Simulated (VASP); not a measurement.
Write the native input for VASP 6.6.1 that does the following.

```
Task                   : single point
Functional             : PBE
Potentials or basis    : VASP PAW PBE potentials, release 64 (Pb_d)
Cutoff                 : 520 eV
k mesh                 : 9 × 9 × 5
Occupations            : fermi-dirac, width 0.05 eV
Spin                   : no spin polarisation
Further INCAR settings : ALGO = Normal; EDIFF = 1e-07; NBANDS = 21
```

The structure of Pb lies in POSCAR:

```
Pb
1.0
    3.0386068135     -1.7503199600      0.0000000000
    3.0386068135      1.7503199600      0.0000000000
   -2.1154626375      0.0000000000      6.0952248674
Pb
2
Direct
    0.9085084100      0.9085084100      0.7262922000
    0.0914915900      0.0914915900      0.2737078000
```

This isn't the form of Pb at room conditions, which is fcc.

The input as run:

INCAR

```
  ALGO = Normal
  EDIFF = 1E-7
  ENCUT = 520
  GGA = PE
  ISIF = 2
  ISMEAR = -1
  LASPH = T
  LCHARG = F
  LREAL = F
  LWAVE = F
  NBANDS = 21
  NELM = 80
  PREC = Accurate
  SIGMA = 0.05
```

KPOINTS

```
k-points
0
Gamma
  9 9 5
```

Potentials or basis: VASP PAW PBE potentials, release 64 (Pb_d).

Launch:

```console
$ cat potpaw_PBE.64/Pb_d/POTCAR > POTCAR
$ mpirun -np 1 vasp_std > vasp.out
```

It gave:

```yaml
Pressure: 0.7 GPa
Largest_force: 0.079 eV/Å
Band_gap_on_the_k_mesh: none (metal or under the smearing width)
```

It took 100 s on 1 thread of Intel(R) Xeon(R) Platinum 8488C (Sapphire Rapids), on a shared host, peak memory 0.26 GiB.
